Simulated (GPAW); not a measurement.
The system is CsPbBr3.

```
Pb Cs Br
1.0
     5.87000    0.00000    0.00000
     0.00000    5.87000    0.00000
     0.00000    0.00000    5.87000
Pb Cs Br
1 1 3
Direct
  0.50000 0.50000 0.50000
  0.00000 0.00000 0.00000
  0.50000 0.50000 0.00000
  0.50000 0.00000 0.50000
  0.00000 0.50000 0.50000
```

Measurements of this composition are mostly on another form, of space group No. 62.

```yaml
Program: GPAW 26.7.0
Task: relaxation of cell and atoms
Functional: PBEsol
Dispersion: D3(BJ)+ATM
Potentials_or_basis: PAW data sets generated in the run's folder for this functional
Cutoff: 600 eV
Basis: pw
k_mesh: 5 × 5 × 5
Occupations: fermi-dirac, width 0.05 eV
Spin: no spin polarisation
```

At the start: pressure -0.8 GPa; volume 40.45 Å³/atom.

Task: How do energy, volume and symmetry change on relaxing?

Result: Over 3 steps the energy falls by 4.2 meV/atom and the volume is 38.80 Å³/atom (-4.1 %); space group Pm-3m (No. 221, to 0.05 Å).

The path:
| step | energy change (eV) | largest force (eV/Å) | pressure (GPa) | volume (Å³) |
| --- | --- | --- | --- | --- |
| 1 | 0.0000 | 0.0000 | -0.85 | 202.26 |
| 2 | -0.0019 | 0.0000 | -0.81 | 201.89 |
| 3 | -0.0210 | 0.0000 | 0.05 | 193.99 |

Final structure:
```xyz
5
Lattice="5.7888 0.0000 0.0000 0.0000 5.7888 0.0000 0.0000 0.0000 5.7888" Properties=species:S:1:pos:R:3 pbc="T T T"
Pb    2.8944    2.8944    2.8944
Cs    0.0000    0.0000    0.0000
Br    2.8944    2.8944    0.0000
Br    2.8944    0.0000    2.8944
Br    0.0000    2.8944    2.8944
```

Caveat: later steps reuse the first step's grids.
